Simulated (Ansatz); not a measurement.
CuO (Tenorite), 4 atoms in the cell. Symmetry: C2/c, No. 15, monoclinic system. Conventional cell: a = 4.684 Å, b = 3.423 Å, c = 5.129 Å, α = 90.00°, β = 99.54°, γ = 90.00°. Cu (site symmetry -1) has 4 O at 1.95 to 1.96 Å as nearest neighbours. O (site symmetry 2) is surrounded by 4 Cu at 1.95 to 1.96 Å. 

```yaml
Program: Ansatz 0.2.0
Task: relaxation of cell and atoms
Functional: LDA
Potentials_or_basis: all-electron LAPW, scalar-relativistic
Basis_error_allowed: 0.002 eV/atom
k_mesh: 10 × 10 × 5
Occupations: fermi-dirac, width 0.05 eV
Spin: no spin polarisation
```

Potentials or basis: all-electron LAPW, scalar-relativistic.

Launch:

```sh
$ ansatz run input.yaml --threads 2 --pin off --max-ram 6144MiB --backend cpu --events-out ev --progress --plain --runs-dir out
```

Hardware: 2 threads of Intel(R) Xeon(R) Processor @ 2.70GHz (shared host).

Q: Estimate the wall time of this run.

A: Run time: 5.1 min on 2 threads of Intel(R) Xeon(R) Processor @ 2.70GHz, with other jobs on the host, peak memory 1 GiB. Counts: scf iterations 71, plane waves 885, k points 141, bands 33, ion steps 10.
